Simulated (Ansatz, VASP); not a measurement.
# Co3Sn2S2: VASP beside Ansatz

Wanted: the spread between two codes on one cell, functional and k mesh.

Calculated with Ansatz 0.2.0; plane waves, with VASP 6.6.1 beside it; relaxation of cell and atoms at r2SCAN.

In doubt: on Fe and Co compounds r2SCAN can change the orbital order between nearby geometries, unless the shell is half filled, which bears on forces and vibrations.

## Step 1: Starting point

The structure is trigonal, space group R-3m (No. 166). Conventional cell: a = 5.357 Å, b = 5.357 Å, c = 13.127 Å, α = 90.00°, β = 90.00°, γ = 120.00°. Co has 2 S at 2.17 Å nearest. Nearest to Sn lie 6 Co at 2.68 Å and 2 S at 2.85 Å. Nearest to Sn lie 6 Co at 2.68 Å and 6 S at 3.16 Å. Nearest to S lie 3 Co at 2.17 Å and 4 Sn at 2.85 to 3.16 Å. Farther neighbours and most contacts between anions are not listed.

Coordinates:

```
Co Sn S
1.0
     2.67869    1.54655    4.37580
    -2.67869    1.54655    4.37580
     0.00000   -3.09309    4.37580
Co Sn S
3 2 2
Direct
  0.00000 0.00000 0.50000
  0.50000 0.00000 0.00000
  0.00000 0.50000 0.00000
  0.50000 0.50000 0.50000
  0.00000 0.00000 0.00000
  0.28300 0.28300 0.28300
  0.71700 0.71700 0.71700
```

## Step 2: VASP: relaxation of cell and atoms, r2SCAN

The relaxed volume is the usual yardstick between codes: its relative difference is about their pressure difference at one cell divided by the bulk modulus.

Lines of VASP's logs that name or quote its potential files are left out, and so is its time.

Contents of INCAR:

```
SYSTEM = Co3Sn2S2
PREC = Accurate
ENCUT = 520
EDIFF = 1E-06
NELM = 100
ISMEAR = -1
SIGMA = 0.05
LREAL = .FALSE.
ALGO = Normal
METAGGA = R2SCAN
LASPH = .TRUE.
NBANDS = 49
ISPIN = 2
MAGMOM = 2 2 2 0 0 0 0
LMAXMIX = 4
LORBIT = 11
LWAVE = .FALSE.
LCHARG = .FALSE.
KPAR = 8
IBRION = 2
NSW = 60
ISIF = 3
EDIFFG = -0.01
```

Contents of POSCAR:

```
Co3Sn2S2
1.0
    2.6786950000      1.5465452793      4.3758000000
   -2.6786950000      1.5465452793      4.3758000000
    0.0000000000     -3.0930905587      4.3758000000
Co Sn S
3 2 2
Direct
    0.0000000000      0.0000000000      0.5000000000
    0.5000000000      0.0000000000      0.0000000000
    0.0000000000      0.5000000000      0.0000000000
    0.5000000000      0.5000000000      0.5000000000
    0.0000000000      0.0000000000      0.0000000000
    0.2830000000      0.2830000000      0.2830000000
    0.7170000000      0.7170000000      0.7170000000
```

Contents of KPOINTS:

```
Automatic mesh
0
Gamma
5 5 5
0 0 0
```

The projector-augmented-wave data sets are Co, Sn_d and S (PBE family, release 64).

The run is started by

```console
$ mpirun -np 8 vasp_std
```

Numbers of over 12 decimals in the logs are rounded to 6 here.

Log:

```text
[banner, memory and clock lines left out]
running    8 mpi-ranks, on    1 nodes
 distrk:  each k-point on    1 cores,    8 groups
 distr:  one band on    1 cores,    1 groups

 POSCAR found type information on POSCAR CoSnS
 POSCAR found :  3 types and       7 ions
|                                                                             |
|           W    W    AA    RRRRR   N    N  II  N    N   GGGG   !!!           |
|           W    W   A  A   R    R  NN   N  II  NN   N  G    G  !!!           |
|           W    W  A    A  R    R  N N  N  II  N N  N  G       !!!           |
|           W WW W  AAAAAA  RRRRR   N  N N  II  N  N N  G  GGG   !            |
|           WW  WW  A    A  R   R   N   NN  II  N   NN  G    G                |
|           W    W  A    A  R    R  N    N  II  N    N   GGGG   !!!           |
|                                                                             |
|     For optimal performance we recommend to set                             |
|       NCORE = 2 up to number-of-cores-per-socket                            |
|     NCORE specifies how many cores store one orbital (NPAR=cpu/NCORE).      |
|     This setting can greatly improve the performance of VASP for DFT.       |
|     The default, NCORE=1 might be grossly inefficient on modern             |
|     multi-core architectures or massively parallel machines. Do your        |
|     Unfortunately you need to use the default for GW and RPA                |
|     calculations (for HF NCORE is supported but not extensively tested      |
|     yet).                                                                   |
|                                                                             |

|                                                                             |
|               ----> ADVICE to this user running VASP <----                  |
|                                                                             |
|     You enforced a specific xc type in the INCAR file but a different       |
|     [... a line on the potential file left out ...]
|     I HOPE YOU KNOW WHAT YOU ARE DOING!                                     |
|                                                                             |

 LDA part: xc-table for (None), standard interpolation
 POSCAR, INCAR and KPOINTS ok, starting setup
 FFT: planning ... GRIDC
 FFT: planning ... GRID_SOFT
 FFT: planning ... GRID
 WAVECAR not read
 entering main loop
       N       E                     dE             d eps       ncg     rms          rms(c)
DAV:   1     0.623840724225E+03    0.62384E+03   -0.29562E+04  3900   0.200E+03
DAV:   2    -0.942641496181E+00   -0.62478E+03   -0.58786E+03  3724   0.531E+02
DAV:   3    -0.113683241622E+03   -0.11274E+03   -0.10733E+03  3931   0.198E+02
DAV:   4    -0.120863454372E+03   -0.71802E+01   -0.70825E+01  4422   0.520E+01
DAV:   5    -0.121096433794E+03   -0.23298E+00   -0.23276E+00  4816   0.902E+00    0.264E+01
DAV:   6    -0.120431508414E+03    0.66493E+00   -0.69065E+01  4224   0.101E+02    0.374E+01
DAV:   7    -0.106675007169E+03    0.13757E+02   -0.22940E+01  4409   0.697E+01    0.923E+00
DAV:   8    -0.107179310134E+03   -0.50430E+00   -0.39684E+00  5429   0.162E+01    0.536E+00
DAV:   9    -0.107263167135E+03   -0.83857E-01   -0.63243E-01  4855   0.694E+00    0.224E+00
DAV:  10    -0.107267518758E+03   -0.43516E-02   -0.93302E-02  4743   0.264E+00    0.112E+00
DAV:  11    -0.107275617164E+03   -0.80984E-02   -0.17597E-02  5057   0.883E-01    0.688E-01
DAV:  12    -0.107279337694E+03   -0.37205E-02   -0.42182E-03  4977   0.485E-01    0.206E-01
DAV:  13    -0.107279856189E+03   -0.51850E-03   -0.98118E-04  4546   0.244E-01    0.955E-02
DAV:  14    -0.107279915147E+03   -0.58958E-04   -0.15368E-04  4835   0.824E-02    0.509E-02
DAV:  15    -0.107279962308E+03   -0.47161E-04   -0.48763E-05  4703   0.555E-02    0.233E-02
DAV:  16    -0.107279967017E+03   -0.47094E-05   -0.14214E-05  3926   0.284E-02    0.102E-02
DAV:  17    -0.107279967415E+03   -0.39808E-06   -0.14365E-06  2697   0.947E-03
   1 F= -.10727997E+03 E0= -.10726992E+03  d E =-.107280E+03  mag=     1.0011
[...]
2 F= -.10728580E+03 E0= -.10727746E+03  d E =-.583008E-02  mag=     1.0003
[...]
3 F= -.10730845E+03 E0= -.10729917E+03  d E =-.284852E-01  mag=     1.0005
[...]
4 F= -.10731378E+03 E0= -.10730490E+03  d E =-.532399E-02  mag=     1.0006
[...]
5 F= -.10731403E+03 E0= -.10730533E+03  d E =-.557613E-02  mag=     1.0006
[...]
6 F= -.10731406E+03 E0= -.10730532E+03  d E =-.560968E-02  mag=     1.0006
 curvature:  -0.64 expect dE=-0.477E-04 dE for cont linesearch -0.261E-06
 ZBRENT: interpolating
 opt :   1.2061  next Energy=  -107.314063 (dE=-0.561E-02)
 bond charge predicted
       N       E                     dE             d eps       ncg     rms          rms(c)
DAV:   1    -0.107314083168E+03   -0.19886E-04   -0.56850E-04  4744   0.224E-01    0.415E-02
DAV:   2    -0.107314103645E+03   -0.20476E-04   -0.24311E-04  4601   0.192E-01    0.526E-02
DAV:   3    -0.107314061455E+03    0.42189E-04   -0.89678E-05  4261   0.131E-01    0.122E-02
DAV:   4    -0.107314059988E+03    0.14673E-05   -0.97932E-06  4905   0.223E-02    0.436E-03
DAV:   5    -0.107314059236E+03    0.75143E-06   -0.54319E-07  1973   0.847E-03
   7 F= -.10731406E+03 E0= -.10730533E+03  d E =-.560662E-02  mag=     1.0006
 curvature:  -0.58 expect dE=-0.201E-04 dE for cont linesearch -0.621E-05
 trial: gam= 0.00000 g(F)=  0.323E-05 g(S)=  0.314E-04 ort =-0.338E-03 (trialstep = 0.967E+00)
 search vector abs. value=  0.347E-04
 reached required accuracy - stopping structural energy minimisation
```

From OUTCAR (step 2):

```text
ion  position               nearest neighbor table
   1  0.000  0.000  0.500-   6 2.17   7 2.17   4 2.68   4 2.68   3 2.68   2 2.68   2 2.68   3 2.68
                             5 2.68   5 2.68
   2  0.500  0.000  0.000-   6 2.17   7 2.17   3 2.68   3 2.68   1 2.68   4 2.68   1 2.68   4 2.68
                             5 2.68   5 2.68
   3  0.000  0.500  0.000-   6 2.17   7 2.17   2 2.68   2 2.68   1 2.68   1 2.68   4 2.68   4 2.68
                             5 2.68   5 2.68
   4  0.500  0.500  0.500-   1 2.68   1 2.68   2 2.68   2 2.68   3 2.68   3 2.68   6 2.85   7 2.85

  LATTYP: Found a trigonal (rhomboedric) cell.
 ALAT       =     5.3586224763
 COS(alpha) =     0.5002299723

 Subroutine GETGRP returns: Found 12 space group operations
 (whereof 12 operations were pure point group operations)

The static configuration has the point symmetry D_3d.

 Found     19 irreducible k-points:

   k-points           NKPTS =     19   k-points in BZ     NKDIM =     19   number of bands    NBANDS=     49

   dimension x,y,z NGX =    40 NGY =   40 NGZ =   40
   dimension x,y,z NGXF=    80 NGYF=   80 NGZF=   80

   ENCUT  =  520.0 eV  38.22 Ry    6.18 a.u.   9.96  9.96  9.96*2*pi/ulx,y,z

   NELECT =      67.0000    total number of electrons

 k-points in reciprocal lattice and weights: Automatic mesh
   0.00000000  0.00000000  0.00000000       0.008
   0.20000000  0.00000000  0.00000000       0.048
   0.40000000  0.00000000  0.00000000       0.048
   0.20000000  0.20000000  0.00000000       0.048
   0.40000000  0.20000000  0.00000000       0.096
  -0.40000000  0.20000000 -0.00000000       0.096
  -0.20000000  0.20000000  0.00000000       0.048
   0.40000000  0.40000000  0.00000000       0.048
  -0.40000000  0.40000000  0.00000000       0.048
[...]
0.40000000  0.40000000  0.40000000       0.016
  -0.40000000  0.40000000  0.40000000       0.048

 average (electrostatic) potential at core
       1 -83.4484       2 -83.4484       3 -83.4484       4-102.9403       5-103.0257
       6 -85.8252       7 -85.8252

 E-fermi :   9.6806

 spin component 1
 k-point     1 :       0.0000    0.0000    0.0000
  band No.  band energies     occupation
    ...
     32       8.7208      1.00000
     33       8.7208      1.00000
     34       9.0663      1.00000
     35       9.6539      0.63066
     36       9.6539      0.63066
     37       9.9329      0.00640
     38      10.5843      0.00000
     39      13.3729      0.00000
     40      13.3729      0.00000
     41      13.8177      0.00000
    ...

 k-point     2 :       0.2000    0.0000    0.0000
  band No.  band energies     occupation
    ...
     30       8.3899      1.00000
     31       8.4426      1.00000
     32       8.7268      1.00000
     33       8.8241      1.00000
     34       9.2874      0.99962
     35       9.7079      0.36700
     36       9.8700      0.02216
     37      10.7582      0.00000
     38      10.9362      0.00000
     39      12.7368      0.00000
    ...

 k-point     3 :       0.4000    0.0000    0.0000
  band No.  band energies     occupation
    ...
     30       8.3899      1.00000
     31       8.5947      1.00000
     32       8.5970      1.00000
     33       9.1802      0.99996
     34       9.6315      0.72762
     35       9.7197      0.31419
     36      10.5034      0.00000
     37      10.7686      0.00000
     38      12.1342      0.00000
     39      12.4691      0.00000
    ...

 k-point     4 :       0.2000    0.2000    0.0000
  band No.  band energies     occupation
    ...
     30       8.4421      1.00000
     31       8.5067      1.00000
     32       8.6873      1.00000
     33       8.8036      1.00000
     34       9.1630      0.99997
     35      10.0304      0.00092
     36      10.3398      0.00000
     37      10.6849      0.00000
     38      11.1703      0.00000
     39      12.2235      0.00000
    ...

 k-point     5 :       0.4000    0.2000    0.0000
  band No.  band energies     occupation
    ...
     30       8.4321      1.00000
     31       8.4515      1.00000
     32       8.7645      1.00000
     33       8.9037      1.00000
     34       9.3294      0.99911
     35      10.1248      0.00014
     36      10.9398      0.00000
     37      11.2977      0.00000
     38      11.7620      0.00000
     39      12.4660      0.00000
    ...

 k-point     6 :      -0.4000    0.2000   -0.0000
  band No.  band energies     occupation
    ...
     30       8.3450      1.00000
     31       8.6268      1.00000
     32       8.7086      1.00000
     33       8.9465      1.00000
     34       9.5385      0.94491
     35       9.9764      0.00269
     36      10.6435      0.00000
     37      11.7293      0.00000
     38      12.0863      0.00000
     39      12.9858      0.00000
    ...

  Total       -0.0255755     -0.0255755      0.0570533      0.0000000     -0.0000000     -0.0000000
  in kB       -0.3791656     -0.3791656      0.8458341      0.0000000     -0.0000000     -0.0000000
  external PRESSURE =       0.0291676 kB  Pullay stress =       0.0000000 kB

  energy-cutoff  :      520.00
  volume of cell :      108.07
      direct lattice vectors                 reciprocal lattice vectors
     2.681739105  1.548302794  4.337929486     0.186446176  0.107644750  0.076841575
    -2.681739105  1.548302794  4.337929486    -0.186446176  0.107644750  0.076841575
    -0.000000000 -3.096605588  4.337929486     0.000000000 -0.215289499  0.076841575

 POSITION                                       TOTAL-FORCE (eV/Angst)
 -----------------------------------------------------------------------------------
     -0.00000     -1.54830      2.16896         0.000000      0.000000      0.000000
      1.34087      0.77415      2.16896         0.000000      0.000000      0.000000
     -1.34087      0.77415      2.16896        -0.000000      0.000000     -0.000000
     -0.00000     -0.00000      6.50689         0.000000      0.000000      0.000000
      0.00000      0.00000      0.00000         0.000000      0.000000      0.000000
     -0.00000     -0.00000      3.64969        -0.000000     -0.000000      0.005790
     -0.00000     -0.00000      9.36410         0.000000      0.000000     -0.005790
 -----------------------------------------------------------------------------------
    total drift:                                0.000000      0.000000     -0.000000

  FREE ENERGIE OF THE ION-ELECTRON SYSTEM (eV)
  ---------------------------------------------------
  free  energy   TOTEN  =      -107.3140592365 eV

  energy  without entropy=     -107.2966027202  energy(sigma->0) =     -107.30533098

 reached required accuracy - stopping structural energy minimisation

 total charge
# of ion       s       p       d       tot
------------------------------------------
    1        0.427   0.581   7.503   8.510
    2        0.427   0.581   7.503   8.510
    3        0.427   0.581   7.503   8.510
    4        1.140   1.097  10.043  12.280
    5        1.143   1.082  10.039  12.264
    6        1.331   2.395   0.000   3.726
    7        1.331   2.395   0.000   3.726
--------------------------------------------------
tot          6.225   8.712  42.590  57.527

 magnetization (x)
# of ion       s       p       d       tot
------------------------------------------
    1       -0.001  -0.015   0.441   0.426
    2       -0.001  -0.015   0.441   0.426
    3       -0.001  -0.015   0.441   0.426
    4        0.010  -0.045  -0.010  -0.045
    5        0.005  -0.050  -0.010  -0.056
    6       -0.002  -0.009   0.000  -0.011
    7       -0.002  -0.009   0.000  -0.011
--------------------------------------------------
tot          0.009  -0.157   1.304   1.155

[... 6 further parts left out ...]
```

(Part 1 of 2 ends here.)

[Lines on the potential files, build, host, timing and source positions are cut from VASP's logs without a mark.]

[Logs are printed without paths, hosts, clocks, repeated set-up lines and the standing remarks that a program may print on its own settings, such as how far it seeks lower states.]

[Hosts, paths, dates, database ids (printed as entryN), source tags and the programs' standing remarks are cut or masked in the printed files.]
